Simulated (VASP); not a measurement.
MoS2:

```
Mo S
1.0
     1.58550    0.91539    6.11500
    -1.58550    0.91539    6.11500
     0.00000   -1.83078    6.11500
Mo S
1 2
Direct
  0.00000 0.00000 0.00000
  0.25000 0.25000 0.25000
  0.75000 0.75000 0.75000
```

Measurements of this composition are mostly on another form, of space group No. 194.

Base run:

* Program: VASP 6.6.1
* Functional: PBEsol
* Potentials or basis: VASP PAW PBE potentials, release 64 (Mo, S)
* Cutoff: 500 eV
* k mesh: 10 × 10 × 10
* Occupations: gaussian, width 0.1 eV
* Spin: no spin polarisation

Its results: band gap on the k mesh none (metal or under the smearing width); pressure 3.2 GPa; largest force 0.852 eV/Å.

Task: The run is repeated on the same cell with these changes: functional from PBEsol to PBE; further incar settings from ALGO = Fast; EDIFF = 1e-06 to ALGO = Fast; EDIFF = 1e-07. What comes out?

Result: Band gap on the k mesh none (metal or under the smearing width); pressure 8.0 GPa; largest force 1.074 eV/Å.

Caveats: the cell's inner coordinates are idealised or old, which leaves forces on the atoms; the PAW data sets were made with another functional, which shifts forces and pressure a little (some runs).
